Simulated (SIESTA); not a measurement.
Something may be wrong with this SIESTA 5.4.2 calculation of W.

File run.py:

```python
from ase.io import read
from ase.calculators.siesta import Siesta
from ase.units import Ry, GPa

atoms = read("W.xyz")

fdf = {
    'SCFMustConverge': False,
    'OccupationFunction': 'tetrahedron',
    'ElectronicTemperature': '0.05 eV',
    'Slab.DipoleCorrection': 'vacuum',
    'MaxSCFIterations': '60',
    'SCF.Mixer.Method': 'Pulay',
    'SCF.Mixer.Weight': '0.25',
    'SCF.Mixer.History': '8',
    'SCF.DM.Tolerance': '5.0e-05',
    'SCF.H.Tolerance': '1.0e-03 eV',
    'WriteForces': 'true',
    'Charge.Mulliken': 'end',
    'PAO.Basis': ['W.1 5', 'n=5 0 2', '  3.045 0.000', 'n=6 0 2', '  7.641 0.000', 'n=5 1 2', '  3.655 0.000', 'n=6 1 1', '  7.641', 'n=5 2 2', '  6.655 0.000'],
}
calc = Siesta(
    label="W",
    command="siesta < PREFIX.fdf > PREFIX.out",
    pseudo_path="pseudos",
    pseudo_qualifier="",
    xc=('GGA', 'PBE'),
    basis_set="DZP",
    mesh_cutoff=800 * Ry,
    energy_shift=0.003 * Ry,
    kpts=[9, 9, 1],
    spin="non-polarized",
    fdf_arguments=fdf,
)
atoms.calc = calc

print(f"energy = {atoms.get_potential_energy():.6f} eV")
free = atoms.get_potential_energy(force_consistent=True)
print(f"free energy = {free:.6f} eV")
print("forces (eV/A):")
print(atoms.get_forces(apply_constraint=False).round(6))
print("stress (GPa, Voigt order, tension positive):", (atoms.get_stress() / GPa).round(4))
```

W.xyz

```xyz
6
Lattice="2.8708535316 -0.0000000000 0.0000000000 -0.0000000000 2.8708535316 0.0000000000 0.0000000000 0.0000000000 25.1500000000" Properties=species:S:1:pos:R:3 pbc="T T T"
W      1.4354267658      1.4354267658      7.5000000000
W      0.0000000000      0.0000000000      9.5300000000
W      1.4354267658      1.4354267658     11.5600000000
W      0.0000000000      0.0000000000     13.5900000000
W      1.4354267658      1.4354267658     15.6200000000
W      0.0000000000      0.0000000000     17.6500000000
```

Potentials or basis: PseudoDojo 0.4 standard (PBE files), DZP (energy shift 0.003 Ry; two zetas on semicore shells).

The run is started by

```console
$ python run.py
```

Output:

```text
fermid: Error: Allowed values for OccupationFunction are FD, MP, Cold
Stopping Program from Node:    0

Program received signal SIGABRT: Process abort signal.

Backtrace for this error:
#0  0x5109e397f957 in ???
#1  0x5109eefb4cac in __pthread_kill_implementation
#2  0x5109eef5bfb7 in raise
#3  0x5109eef45d37 in abort
#4  0x5109e3a8a5b3 in ???
#5  0x5109e3a8b9c3 in ???
#6  0x5109e3a712db in ???
#7  0x5109e3a719fb in ???
#8  0x5109e3a49893 in ???
#9  0x5109e39b5d3b in _dl_audit_pltexit
#10  0x5109e39b06bb in dfs_traversal.part.0
#11  0x5109eef46573 in __libc_start_call_main
#12  0x5109eef46657 in __libc_start_main_impl
#13  0x5109e39b07af in _dl_sort_maps
#14  0xffffffffffffffff in ???
Aborted
Traceback (most recent call last):
ase.calculators.calculator.CalculationFailed: Calculator "siesta" failed with command "siesta < W.fdf > W.out" failed in <dir> with error code 134
```

Task: Diagnose the run.

Result: The program refused the input. The input holds a flaw that was put in on purpose: unknown occupation function (OccupationFunction = tetrahedron).
